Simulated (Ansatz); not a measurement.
The system is SiO2.

```xyz
12
Lattice="-4.4720 4.4720 2.6118 4.4720 -4.4720 2.6118 4.4720 4.4720 -2.6118" Properties=species:S:1:pos:R:3 pbc="T T T"
Si    2.8899    2.8899    2.6118
Si    2.8899   -2.8899    2.6118
Si   -2.8899    2.8899    2.6118
Si    1.5821    1.5821    0.0000
O     7.0788    0.0000    0.0000
O     0.0000    1.8653    0.0000
O     0.0000    7.0788    0.0000
O     1.8653    0.0000    0.0000
O     2.2360    2.2360   -1.3059
O    -2.2360    2.2360    1.3059
O     2.2360   -2.2360    1.3059
O     2.2360    2.2360    1.3059
```

The cell comes from a database or a generator and needn't be the stable form of this composition.

| Quantity | Value |
| --- | --- |
| Program | Ansatz 0.2.0 |
| Task | single point |
| Functional | PBE |
| Potentials or basis | Ansatz PAW |
| Cutoff | 420 eV (not typed: the program's choice for these potentials) |
| k mesh | 6 × 6 × 6 |
| Occupations | fermi-dirac, width 0.05 eV |
| Spin | no spin polarisation |

On this cell: pressure 3.7 GPa; largest force 0.216 eV/Å; band gap on the k mesh 5.46 eV, indirect (least direct gap 5.46 eV).

The same run follows on a disturbed copy (atoms moved at random, drawn with an rms of 0.05 Å):

```
Si O
1.0
    -4.47204    4.47204    2.61177
     4.47204   -4.47204    2.61177
     4.47204    4.47204   -2.61177
Si O
4 8
Direct
  0.82433 0.82929 0.64620
  0.16959 0.82236 0.99661
  0.82669 0.18625 0.00598
  0.16963 0.17381 0.34943
  0.00670 0.79708 0.79085
  0.20778 0.00710 0.21232
  0.79334 0.99524 0.79106
  0.00668 0.21089 0.20916
  0.99958 0.99965 0.49586
  0.49580 0.00083 0.00279
  0.99765 0.49366 0.99968
  0.49814 0.49779 0.49793
```

Problem. What changes?

Solution. The energy moves by +42.1 meV/atom; pressure 4.8 GPa; largest force 3.899 eV/Å; band gap on the k mesh 5.27 eV, indirect (least direct gap 5.31 eV).

Forces in eV/Å, atoms in the order of the input:
```
Si  -2.519  0.161 -0.796
Si   0.939  1.788 -0.262
Si  -2.455  0.744 -2.717
Si   1.193  2.158  1.100
O   -0.370 -1.438 -0.177
O   -3.530  0.291 -0.268
O    3.884 -0.340  0.016
O    0.768 -3.047 -0.110
O    0.592  0.411 -0.947
O   -0.420  0.582  0.723
O    1.559 -1.596  2.869
O    0.359  0.287  0.569
```

Stress tensor (GPa, compression positive):
```
 4.45 -1.87 -0.02
-1.87  6.65 -1.66
-0.02 -1.66  3.43
```

A k mesh can miss the band edges.
